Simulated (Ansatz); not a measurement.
A first try at a Delta-SCF excitation of MgS, space group F-43m, using Ansatz 0.2.0 through its Python package.

`dscf.py`
```python
import ansatz as az
import numpy as np


def main() -> None:
    vectors = np.array([
        [0.0, 2.83312, 2.83312],
        [2.83312, 0.0, 2.83312],
        [2.83312, 2.83312, 0.0],
    ])
    structure = (
        az.Lattice.of(vectors)
        .atom('Mg', (0.0, 0.0, 0.0))
        .atom('S', (0.75, 0.75, 0.75))
    )

    ground = (
        structure
        .functional('lda')
        .basis(450)
        .kpoints(2, 2, 2)
        .occupations('fermi_dirac', width=0.01)
        .scf(extra_bands=4)
        .band_table()
    )
    excited = ground.excitation(hole_k=0, hole_band='v1', hole_track='overlap', particle_k=0, particle_band='c1', particle_track='overlap')
    low, high = ground.run(threads=1, backend='cpu').report, excited.run(threads=1, backend='cpu').report
    share = low['kweights'][0]
    top = round(low['n_electrons'] / 2)
    print('Kohn-Sham gap at the first k-point:', round(low['eigenvalues_ev'][0][top] - low['eigenvalues_ev'][0][top - 1], 3), 'eV')
    print('energy difference per cell:', round(high['lagrangian_ev'] - low['lagrangian_ev'], 4), 'eV; weight of the point', round(share, 4))
    print('per electron moved:', round((high['lagrangian_ev'] - low['lagrangian_ev']) / share, 3), 'eV')


if __name__ == '__main__':
    main()
```

```console
$ python dscf.py
Traceback (most recent call last):
  File "dscf.py", line 36, in <module>
    main()
    ~~~~^^
  File "dscf.py", line 19, in main
    .functional('lda')
     ^^^^^^^^^^
AttributeError: 'Crystal' object has no attribute 'functional'
$ echo $?
1
```

What is wrong, and how is it mended?

The fault: settings are called on the crystal, without .calculation(). The correction:

```diff
--- before
+++ after
@@ -17,3 +17,3 @@
     ground = (
-        structure
+        structure.calculation()
         .functional('lda')
```

After the fix:

Running `python dscf.py` prints:
```text
DeckWarning: ΔSCF: scf.occupations.excite at one k-point of several moves 0.1250 of an electron a cell, so the energy, the forces and a relaxation hold that part of the excitation. That is right for a crystal's bands but wrong for a defect's levels. For those, type k: all at both ends
RunWarning: ΔSCF hole: seed band 7 (bands are counted from 0) lies in a 3-fold degenerate manifold [5, 6, 7] at 1.0e-4 eV resolution, on a gap of 3.00e0 eV certified (the least, over the bands outside them, of the distance in energy less both bands' residual [...]
Kohn-Sham gap at the first k-point: 2.996 eV
energy difference per cell: 0.3781 eV; weight of the point 0.125
per electron moved: 3.025 eV
```
(Warnings from the package without file and line, shortened.)

Semilocal gaps usually lie well under measured ones. Energy and stress may still move on a finer k-point mesh. The structure comes from a database of computed cells and needn't be a stable or known phase. Gaps and levels are Kohn-Sham values on a finite set of k-points. One k-point of a small cell stands for a dense array of excitations, so this isn't the optical gap of the solid. Hardware and time: 1.3 s on 1 thread of Arm Neoverse V2 (shared host), peak memory 0.33 GiB.

(Lines on the test bed's own set-up are left out of the output.)
